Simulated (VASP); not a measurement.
The system is C.

```xyz
2
Lattice="0.0000 1.7834 1.7834 1.7834 0.0000 1.7834 1.7834 1.7834 0.0000" Properties=species:S:1:pos:R:3 pbc="T T T"
C     2.6751    2.6751    2.6751
C     1.7834    1.7834    1.7834
```

This isn't the form of C at room conditions, which is graphite.

| Property | Result |
| --- | --- |
| Program | VASP 6.6.1 |
| Task | relaxation of cell and atoms |
| Functional | PBE0 |
| Potentials or basis | VASP PAW PBE potentials, release 64 (C) |
| Cutoff | 600 eV |
| k mesh | 7 × 7 × 7 |
| Occupations | fermi-dirac, width 0.05 eV |
| Spin | no spin polarisation |

At the start: pressure -8.2 GPa; volume 5.67 Å³/atom.

How do energy, volume and symmetry change on relaxing?

Over 3 steps the energy falls by 2.6 meV/atom and the volume is 5.57 Å³/atom (-1.8 %); space group Fd-3m (No. 227, to 0.05 Å).

The path:
```csv
step,energy change (eV),largest force (eV/Å),pressure (GPa),volume (Å³)
1,0.0000,0.0000,-8.21,11.34
2,0.0046,0.0000,11.94,10.87
3,-0.0053,0.0000,-0.04,11.14
```

Final structure:
```cif
data_structure
_symmetry_space_group_name_H-M 'P 1'
_symmetry_Int_Tables_number 1
_cell_length_a 2.5071
_cell_length_b 2.5071
_cell_length_c 2.5071
_cell_angle_alpha 60.000
_cell_angle_beta 60.000
_cell_angle_gamma 60.000
_cell_volume 11.14
loop_
_atom_site_label
_atom_site_type_symbol
_atom_site_fract_x
_atom_site_fract_y
_atom_site_fract_z
_atom_site_occupancy
C1 C 0.75000 0.75000 0.75000 1
C2 C 0.50000 0.50000 0.50000 1
```

Caveat: the k mesh is coarse (spacing up to 0.44 Å⁻¹), so the values aren't converged, least of all with exact exchange; the PAW data sets were made with another functional, which shifts forces and pressure a little.
